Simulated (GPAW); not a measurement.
Set up this calculation in GPAW 26.7.0, as an ASE script.

```yaml
Task: single point
Functional: PBE
Potentials_or_basis: GPAW PAW data sets (gpaw-data 1.2.1)
Cutoff: 600 eV
Basis: pw
k_mesh: 9 × 9 × 5
Occupations: gaussian, width 0.012 eV
Spin: no spin polarisation
Maxiter: 150
```

The structure of TaS2 lies in TaS2.xyz:

```xyz
3
Lattice="3.3500000000 0.0000000000 0.0000000000 -1.6750000000 2.9011851027 0.0000000000 0.0000000000 0.0000000000 5.8600000000" Properties=species:S:1:pos:R:3 pbc="T T T"
Ta     0.0000000000      0.0000000000      0.0000000000
S      1.6750000002      0.9670617008      4.3950000000
S     -0.0000000002      1.9341234019      1.4650000000
```

The input as run:

run.py

```python
from ase.dft.bandgap import bandgap
from ase.io import read, write
from ase.units import Bohr, GPa
from gpaw import GPAW, PW
from gpaw.elf import elf_from_dft_calculation

atoms = read('TaS2.xyz')

calc = GPAW(mode=PW(600),
            xc='PBE',
            kpts={'size': (9, 9, 5), 'gamma': True},
            occupations={'name': 'methfessel-paxton', 'order': 0, 'width': 0.012},
            nbands=25,
            convergence={'density': 1e-05, 'energy': 1e-05},
            maxiter=150,
            txt='gpaw.txt')
atoms.calc = calc
energy = atoms.get_potential_energy()
forces = atoms.get_forces()
stress = atoms.get_stress()
calc.write('gs.gpw')
write('result.traj', atoms)
print(f'Energy: {energy:.6f} eV')
print('Forces (eV/A):')
print(forces.round(4))
print('Stress (GPa):', (stress / GPa).round(3))
print('Fermi level:', round(calc.get_fermi_level(), 4), 'eV')
print(f'Gap: {bandgap(calc)[0]:.4f} eV, direct: {bandgap(calc, direct=True)[0]:.4f} eV')

# fields on the real-space grid
write('density.cube', atoms, data=calc.get_pseudo_density() * Bohr**3)
write('potential.cube', atoms, data=calc.get_electrostatic_potential())
write('elf.cube', atoms, data=elf_from_dft_calculation(calc).data)
```

Potentials or basis: GPAW PAW data sets (gpaw-data 1.2.1), pw.

Command:

```bash
$ OMP_NUM_THREADS=1 python run.py
```

It gave:

```
Pressure               : 9.5 GPa
Largest force          : 1.302 eV/Å
Band gap on the k mesh : none (metal or under the smearing width)
```

Caveat: this functional lacks dispersion, which binds the layers, so the pressure and a relaxed spacing across them are unreliable; forces of over 1 eV/Å show positions far from the minimum, so gaps and moduli don't describe the material at rest.

Run time: 35 s on 1 thread of Arm Neoverse V2, with other jobs on the host, peak memory 0.2 GiB.
